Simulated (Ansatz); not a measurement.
Sn under changes of volume

One of the cells (33.803 Å³/atom); the others are scaled copies at fixed shape and fractional positions:

```
Sn
1.0
     0.00000    3.23334    3.23334
     3.23334    0.00000    3.23334
     3.23334    3.23334    0.00000
Sn
2
Direct
  0.75000 0.75000 0.75000
  0.50000 0.50000 0.50000
```

This isn't the form of Sn at room conditions, which is tetragonal (white tin).

```yaml
Program: Ansatz 0.2.0
Functional: PBEsol
Potentials_or_basis: Ansatz PAW
Cutoff: "420 eV (not typed: the program's choice for these potentials)"
k_mesh: 7 × 7 × 7
Occupations: fermi-dirac, width 0.05 eV
Spin: no spin polarisation
```

```tsv
volume (Å³/atom)	energy over the lowest point (meV/atom)	pressure (GPa)
31.775	45.64	5.1
32.451	27.12	3.8
33.127	13.82	2.6
33.803	5.18	1.5
34.479	0.73	0.6
35.155	0.00	-0.2
35.831	?	?
```

Problem. What does the run at 35.831 Å³/atom give?

Solution. Energy over the lowest point 2.54 meV/atom; pressure -0.9 GPa.

Worked out: A Birch-Murnaghan fit of order 3 (a polynomial in V^(-2/3)) to the other rows has its minimum at 34.95 Å³/atom with B0 = V·E''(V) = 42 GPa and B' = 4.7. It gives 2.62 meV/atom at 35.831 Å³/atom, against the run's 2.54, and -dE/dV = -1.0 GPa, against -0.9.

Energies are extrapolated to zero smearing.

Caveats: the PAW data sets come from PBE, with cores solved anew for the run's functional, which leaves a small shift of forces and pressure.
